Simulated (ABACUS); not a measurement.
SiC (Moissanite), 4 atoms in the cell. It takes space group P6_3mc (No. 186, hexagonal). The conventional cell has a = 3.076 Å, b = 3.076 Å, c = 5.048 Å, α = 90.00°, β = 90.00°, γ = 120.00°. Around Si (site symmetry 3m) lie 4 C at 1.87 to 1.94 Å. Around C (site symmetry 3m) lie 4 Si at 1.87 to 1.94 Å. 

```yaml
Program: ABACUS 3.10.1
Task: single point
Functional: PBE
Potentials_or_basis: PseudoDojo NC SR 0.4.1 PBE standard
Cutoff: 1361 eV
Density_cutoff: 5442 eV
Basis: DZP LCAO (the cutoffs set its grid)
k_mesh: 10 × 10 × 5
Occupations: fermi-dirac, width 0.05 eV
Spin: no spin polarisation
Radial_cutoff_of_the_potentials_pseudo_rcut: 7 bohr
Orbital_files: Si Si_confined-atom_7au_2s2p1d.orb, C C_confined-atom_6au_2s2p1d.orb
SCF_threshold_on_the_density: 1e-07
Max_SCF_steps: 100
Eigensolver: genelpa
Mixing: broyden
Mixing_share: 0.7
Symmetry_key: 1
Bands: 12
```

Potentials or basis: PseudoDojo NC SR 0.4.1 PBE standard, DZP LCAO (the cutoffs set its grid).

Command:

```bash
$ OMP_NUM_THREADS=1 mpirun -np 4 abacus > log
```

Hardware: 4 MPI ranks on AMD EPYC 7R43 64-Core Processor (Zen 3) (shared host).

**Question.** How long does it take, and how much memory?

**Answer.** It took 11 s on 4 MPI ranks on AMD EPYC 7R43 64-Core Processor (Zen 3) (shared host), peak memory 0.36 GiB a rank. Counts: scf iterations 9, k points 42, bands 12, basis 52, ranks 4.
